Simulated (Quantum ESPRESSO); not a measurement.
# PbS (Galena): phonon spectrum and thermodynamics under several settings

```
Pb S
1.0
     0.00000    2.96575    2.96575
     2.96575    0.00000    2.96575
     2.96575    2.96575    0.00000
Pb S
1 1
Direct
  0.00000 0.00000 0.00000
  0.50000 0.50000 0.50000
```

All runs used Quantum ESPRESSO 7.5; k mesh 6 × 6 × 6, shifted; relaxed cell; no spin polarisation; cutoff 762 eV; occupations smeared at first, fixed for the response; q mesh 2 × 2 × 2.

```tsv
level	potentials	volume (Å³/atom)	highest frequency (cm⁻¹)	zero-point energy (meV/atom)	entropy at room temperature (k_B/atom)
LDA	PseudoDojo 0.4.1 SR LDA standard	24.97	239	22.1	5.18
PBE	PseudoDojo 0.4.1 SR PBE standard	?	?	?	?
```

What stands in the row left open?

Volume 27.12 Å³/atom; highest frequency 226 cm⁻¹; zero-point energy 19.6 meV/atom; entropy at room temperature 5.57 k_B/atom.

For the row left open. Caveat: the q mesh is small, so phonon branches between its points and thermal values are rough.
